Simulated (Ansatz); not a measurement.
**Magnesium (omega (AlB2-type)) across density functionals**

All rows: Ansatz, plane waves with scalar-relativistic PAW, 420 eV (500 eV for the SCAN forms), relaxed under each functional, no dispersion correction, no zero-point motion. B₀ comes from uniform scaling at fixed shape; a dash is a value not given.

```
functional  V (Å³/atom)                                    cell  B₀ (GPa)     magnetic state  ΔE to hcp (meV/atom)
       PBE        23.30  a = 5.106 Å, c = 3.096 Å (c/a = 0.606)        34  spin not included                    56
    r²SCAN        22.85  a = 5.078 Å, c = 3.069 Å (c/a = 0.604)        38  spin not included                    60
    PBEsol        22.84  a = 5.073 Å, c = 3.074 Å (c/a = 0.606)        35  spin not included                    56
       LDA        21.93  a = 5.005 Å, c = 3.033 Å (c/a = 0.606)        38  spin not included                    56
    revPBE        23.92  a = 5.150 Å, c = 3.124 Å (c/a = 0.607)        33  spin not included                    56
      RPBE        24.06  a = 5.160 Å, c = 3.130 Å (c/a = 0.607)        32  spin not included                    56
      BLYP        23.95  a = 5.143 Å, c = 3.136 Å (c/a = 0.610)        29  spin not included                    54
```

LDA gives the smallest volume and RPBE the largest.
